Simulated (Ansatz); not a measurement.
The system is Sb.

```
Sb
1.0
    -4.03001    4.03001    2.02549
     4.03001   -4.03001    2.02549
     4.03001    4.03001   -2.02549
Sb
4
Cartesian
  1.2192 5.2492 0.0000
  2.8108 1.2192 0.0000
  2.8108 -1.2192 2.0255
  1.2192 2.8108 2.0255
```

This isn't the form of Sb at room conditions, which is rhombohedral.

| Property | Result |
| --- | --- |
| Program | Ansatz 0.2.0 |
| Task | single point |
| Functional | PBEsol |
| Potentials or basis | all-electron LAPW, scalar-relativistic |
| Cutoff | 207 eV (chosen from the basis error) |
| Basis error allowed | 0.001 eV/atom |
| k mesh | 7 × 7 × 7 |
| Occupations | fermi-dirac, width 0.05 eV |
| Spin | no spin polarisation |

On this cell: pressure -0.7 GPa; largest force 0.044 eV/Å; band gap on the k mesh none (metal or under the smearing width).

The same run follows on a disturbed copy (atoms moved at random, drawn with an rms of 0.05 Å):

```
CELL_PARAMETERS angstrom
-4.03001 4.03001 2.02549
4.03001 -4.03001 2.02549
4.03001 4.03001 -2.02549
ATOMIC_POSITIONS crystal
Sb 0.64724 0.14869 0.80829
Sb 0.14489 0.34584 0.49574
Sb 0.34758 0.85024 0.19552
Sb 0.85045 0.64785 0.49850
```

What does the disturbed cell give?

The energy (extrapolated to zero smearing) moves by +1.9 meV/atom; pressure -0.7 GPa; largest force 0.219 eV/Å; band gap on the k mesh none (metal or under the smearing width).

Forces on the atoms (eV/Å):
```
Sb  -0.173 -0.126  0.046
Sb   0.029  0.065  0.000
Sb   0.039  0.090 -0.036
Sb   0.105 -0.029 -0.009
```

Stress tensor (GPa, compression positive):
```
-0.73  0.32 -0.11
 0.32 -0.73 -0.20
-0.11 -0.20 -0.55
```
